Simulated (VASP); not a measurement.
The system is MgS (Niningerite).

```
CELL_PARAMETERS angstrom
0.00000 2.60165 2.60165
2.60165 0.00000 2.60165
2.60165 2.60165 0.00000
ATOMIC_POSITIONS crystal
S 0.50000 0.50000 0.50000
Mg 0.00000 0.00000 0.00000
```

Base run:

- Program: VASP 6.6.1
- Functional: PBEsol
- Potentials or basis: VASP PAW PBE potentials, release 64 (S, Mg)
- Cutoff: 520 eV
- k mesh: 10 × 10 × 10
- Occupations: gaussian, width 0.02 eV
- Spin: no spin polarisation

Its results: band gap on the k mesh 2.70 eV, indirect (least direct gap 3.59 eV); pressure -1.1 GPa.

**Question.** The run is repeated on the same cell with these changes: functional from PBEsol to r2SCAN. What comes out?

**Answer.** Band gap on the k mesh 3.43 eV, indirect (least direct gap 4.61 eV); pressure -0.5 GPa.

r2SCAN gives the wider gap, since meta-GGAs in the generalised Kohn-Sham scheme recover part of the derivative discontinuity.

Caveats: the PAW data sets were made with another functional, which shifts forces and pressure a little.
